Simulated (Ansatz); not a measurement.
# C (Fd-3m, 2 atoms in the cell) under biaxial strain in the (001) plane, part 3 of 3

Wanted: the shifts of the zone-centre modes of C (Fd-3m, 2 atoms in the cell) with strain.

Ansatz 0.2.0; DFT PBE, scalar-relativistic, plane waves, PAW; PAW set soft_1.

So far, highest optical mode at the zone centre (no LO-TO term) (cm⁻¹): step 4 (zone-centre response at rest) 1289; step 6 (strain 4 %) 1226.

### Step 7. A member of the series: biaxial strain of -4 % in the (001) plane (continued)

The steps of the relaxation:

```tsv
step	energy less that of the first step (eV)	largest force component (eV/Å)	pressure (GPa)	volume (Å³)
1	0.0000	0.0000	36.92	10.57
2	-0.0002	0.0000	35.71	10.60
3	-0.0002	0.0000	35.50	10.60
4*	-0.0003	0.0000	35.51	10.60
5	-0.0003	0.0000	35.50	10.60
6*	-0.0003	0.0000	35.50	10.60
```

Relaxation steps marked * repeat the geometry before them on a plane-wave basis chosen anew for their cell, so energy and pressure can jump there.

Forces are held to the 16 operations that the run works with; a distortion that breaks them can't arise in this run.

```tsv
conventional cell, symmetrised	before	after	change
a (Å)	2.425	2.425	-0.0 %
b (Å)	2.425	2.425	-0.0 %
c (Å)	3.598	3.607	+0.3 %
volume (Å³/atom)	5.29	5.30	+0.3 %
```

The relaxed structure:

```
C
1.0
     0.00000    1.71438    1.80345
     1.71438    0.00000    1.80345
     1.71438    1.71438    0.00000
C
2
Direct
  0.50000 0.50000 0.50000
  0.75000 0.75000 0.75000
```

This step gave:

| Quantity | Value |
| --- | --- |
| pressure | 35.50 GPa |
| gap on the k-mesh | 3.652 eV |
| volume per atom | 5.301 Å³ |

The forces vanish by symmetry.

### Step 8. Modes of this member: biaxial strain of -4 % in the (001) plane

The zone-centre modes follow for biaxial strain of -4 % in the (001) plane, with the response to a field.

File input.yaml:

```yaml
crystal:
  lattice:
    - [0.0, 1.7143819867, 1.8034530512]
    - [1.7143819867, 0.0, 1.8034530512]
    - [1.7143819867, 1.7143819867, 0.0]
  atoms:
    - { symbol: C, position: [0.5, 0.5, 0.5] }
    - { symbol: C, position: [0.75, 0.75, 0.75] }
kpoints:
  mp_grid: { grid: [12, 12, 12] }
hamiltonian:
  xc: pbe
  pseudopotentials: { kind: paw, azcp: { folder: soft_1 } }
scf:
  occupations: { method: fixed }
output:
  eigenvalues: true
phonons:
  method: dfpt
  dielectric: true
  rigid_motions: translations
```

Started as:

```sh
> ansatz run input.yaml --threads 4 --pin off --max-ram 10240MiB --backend cpu --events-out ev --progress --plain --runs-dir out
```

Numbers of over 12 decimals in the logs are rounded to 6 here.

Log:

```text
[...]
Crystal: 2 atoms, lattice volume = 10.601 Å³
Basis set: ecut = 420 eV, 199 PW (Γ), exchange–correlation on 40×40×40 points (8 copies of the dense FFT grid, shifted against one another)
Bands: 8, of which v1, the nominal top of the filled ones, is band 4 counted from 1 (3 counted from 0)
Symmetry: 16 space group operations
k-points: 868 of 1728 (irreducible under 1 space group operation, time reversal used)
[...]
optical modes at Γ + LO–TO along q̂ = [1.0000, 0.0000, 0.0000]:
      ω (cm⁻¹)  modes    IR ((D/Å)²/amu)
[...]
optical modes at Γ + LO–TO along q̂ = [0.0000, 1.0000, 0.0000]:
      ω (cm⁻¹)  modes    IR ((D/Å)²/amu)
       1360.70      1             0.0000
       1389.38      2             0.0000
  optical modes at Γ + LO–TO along q̂ = [0.0000, 0.0000, 1.0000]:
      ω (cm⁻¹)  modes    IR ((D/Å)²/amu)
       1360.70      1             0.0000
       1389.38      2             0.0000
[key lines of the parts left out:]
SCF converged after 7 iterations
Free energy (F): -501.473627 eV
Fermi energy:    14.892348 eV
```

Run time: 16 s. Hardware: 4 threads of Arm Neoverse V2, shared host; peak memory 0.72 GiB.

This step gave:

* sum-rule residual before enforcement: 4.80e-5 eV/Å²
* miss of the charge sum rule: 5.06e-4 e
* estimated error of the dielectric tensor: 0.01645
* estimated error of the Born charges: 0.004380 e
* highest optical mode at the zone centre (no LO-TO term): 1389 cm⁻¹
* lowest optical zone-centre mode: 1361 cm⁻¹
* mean high-frequency dielectric constant: 5.773
* mean static dielectric constant: 5.773
* top of the zone-centre spectrum with the field: 1389 cm⁻¹

Patterns of degenerate modes are one choice out of their space. Modes at Γ:

```tsv
mode	frequency (cm⁻¹)	symmetry
1	0.0	acoustic
2	0.0	acoustic
3	0.0	acoustic
4	1360.7	B1g
5	1389.4	Eg
6	1389.4	Eg
```

The lowest optical mode is real, 1361 cm⁻¹, and the highest lies at 1389.4 cm⁻¹.

For the highest optical mode at the zone centre (no LO-TO term), step 4 gave 1289 cm⁻¹; this run, with strain -4 %, gives 1389 cm⁻¹ (+8 %).

### Step 9. All members side by side

The members are set side by side, also those not shown above.

Stress is positive in compression; energies are extrapolated to zero smearing, and E0 is that at rest; the axis is the normal of the plane; the edges not held and the atoms are relaxed in each cell. State of the crystal along the series:

```tsv
strain (%)	in-plane stress (GPa)	free strain along [001] (%)	E - E0 (meV/atom)	gap on mesh (eV)	ε∞ along the axis	ε∞ across the axis, mean
-4	53.25	0.9877	70.55	3.652	6.154	5.582
-3	38.45	0.7319	38.88	3.783	6.069	5.644
-2	24.69	0.4821	16.93	3.909	5.991	5.709
-1	11.88	0.2384	4.155	4.032	5.918	5.778
0	-1.69e-4	0	0	4.151	5.851	5.851
1	-11.02	-0.2335	3.975	3.805	5.788	5.927
2	-21.24	-0.4623	15.63	3.475	5.731	6.007
3	-30.68	-0.6876	34.49	3.159	5.679	6.091
4	-39.39	-0.9079	60.09	2.856	5.631	6.179
```

Optical modes are counted from below at rest and tracked from member to member by their patterns, and modes that stay within 0.3 cm⁻¹ of each other stand once; labels, where given, are those at rest; the edges not held and the atoms are relaxed in each cell. Optical modes along the series:

```tsv
strain (%)	optical mode 1 T2g, doublet (cm⁻¹)	optical mode 2 T2g, singlet (cm⁻¹)
-4	1389	1361
-3	1365	1342
-2	1340	1324
-1	1315	1306
0	1289	1289
1	1263	1272
2	1237	1256
3	1211	1241
4	1185	1226
```

Value and slope at zero strain of a cubic (a lower polynomial where under five rows exist) through the rows within 2 % of rest. Slopes at rest:

```tsv
mode	frequency (cm⁻¹)	shift per percent of strain (cm⁻¹)	shift per GPa of compressive stress (cm⁻¹)
optical mode 1 T2g, doublet	1289	-25.61	2.24
optical mode 2 T2g, singlet	1289	-16.9	1.48
```

### Step 10. What came out

- members: 9
- highest optical mode at the zone centre (no LO-TO term), at rest: 1289 cm⁻¹
- biaxial modulus in the (001) plane: 1144 GPa
- optical mode 1 T2g, doublet, shift per percent: -25.61 cm⁻¹
- optical mode 2 T2g, singlet, shift per percent: -16.90 cm⁻¹

**Reading.** The stress changes by 11.44 GPa for each percent, a biaxial modulus of 1144 GPa in the (001) plane. For each percent the free edge responds with -0.24 %. The strain lowers the symmetry: the level at 1289.1 cm⁻¹ splits, into 1389.4 and 1360.7 cm⁻¹ at -4 %. The fastest shift in the table of slopes is -25.6 cm⁻¹ for each percent (optical mode 1 T2g, doublet), or 2.2 cm⁻¹ for each GPa of compressive stress. For small strain, the measured shift of a line that Raman or infrared light can see, divided by its slope, estimates the stress, if the state of stress is of this kind. These are harmonic frequencies at zero temperature: anharmonic shifts, linewidths and thermal expansion are left out. Only the zone centre was solved, so an instability at another wavevector cannot show here.

[Logs are printed without paths, hosts, clocks, repeated set-up lines and the standing remarks that a program may print on its own settings, such as how far it seeks lower states.]

[Hosts, paths, dates, database ids (printed as entryN), source tags and the programs' standing remarks are cut or masked in the printed files.]
